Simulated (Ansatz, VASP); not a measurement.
**One calculation of P, two programs**

Contents of INCAR:

```
ALGO     = Normal         # electronic algorithm
EDIFF    = 1E-6           # SCF threshold, eV
ENCUT    = 520            # plane-wave cutoff, eV
GGA      = RE             # functional
ISIF     = 2              # what is computed and relaxed
ISMEAR   = -1             # smearing method
LASPH    = True           # aspherical terms in the spheres
LCHARG   = False          # write CHGCAR
LREAL    = False          # projectors in reciprocal space
LWAVE    = False          # write WAVECAR
NBANDS   = 12             # bands
NELM     = 60             # most SCF steps
PREC     = Accurate       # precision mode
SIGMA    = 0.1            # smearing width, eV
```

File KPOINTS:

```
k-points
0
Gamma
  12 12 11
```

File POSCAR:

```
P
1.0
    3.2561421628      0.0000000000      0.0000000000
   -1.6280710814      2.8199018313      0.0000000000
    0.0000000000      0.0000000000      3.1954568419
P
2
Direct
    0.3333333333      0.6666666667      0.2500000000
    0.6666666667      0.3333333333      0.7500000000
```

Input for Ansatz:

```yaml
crystal:
  lattice:
    - [3.2561421628, 0.0, 0.0]
    - [-1.6280710814, 2.8199018313, 0.0]
    - [0.0, 0.0, 3.1954568419]
  atoms:
    - { symbol: P, position: [0.3333333333, 0.6666666667, 0.25] }
    - { symbol: P, position: [0.6666666667, 0.3333333333, 0.75] }
hamiltonian:
  xc: revpbe
  pseudopotentials:
    kind: paw
    azcp:
      P: "pseudopotentials/P.paw.azcp"
basis:
  ecutwfc: 420
  fft_grid_basis: typed
kpoints:
  mp_grid: { grid: [12, 12, 11], shift: [0, 0, 0] }
magnetization:
  spin_polarized: false
scf:
  occupations: { method: fermi_dirac, width: 0.1 }
  lower_state_search: "off"
output:
  stress: true
```

Alike in both runs: task single point; functional revPBE; k mesh 12 × 12 × 11; occupations fermi-dirac, width 0.1 eV; no spin polarisation.

|  | VASP | Ansatz |
| --- | --- | --- |
| version | VASP 6.6.1 | Ansatz 0.2.0 |
| potentials or method | VASP PAW PBE potentials, release 64 (P) | plane waves (420 eV) with PAW, scalar-relativistic |
| plane-wave cutoff (eV) | 520 | 420 |
| valence electrons in the cell | 10 | 10 |

Ansatz gave:

| Property | Result |
| --- | --- |
| pressure (GPa) | 4.2 |
| largest component of the traceless stress (GPa) | 0.86 |

Task: Which values does VASP return?

Result: Pressure (GPa): 3.7; largest component of the traceless stress (GPa): 0.75.

The functional is the same, so the differences come from potentials, cutoffs and numerics.

Caveats: the PAW data sets were made with another functional, which shifts forces and pressure a little (VASP).
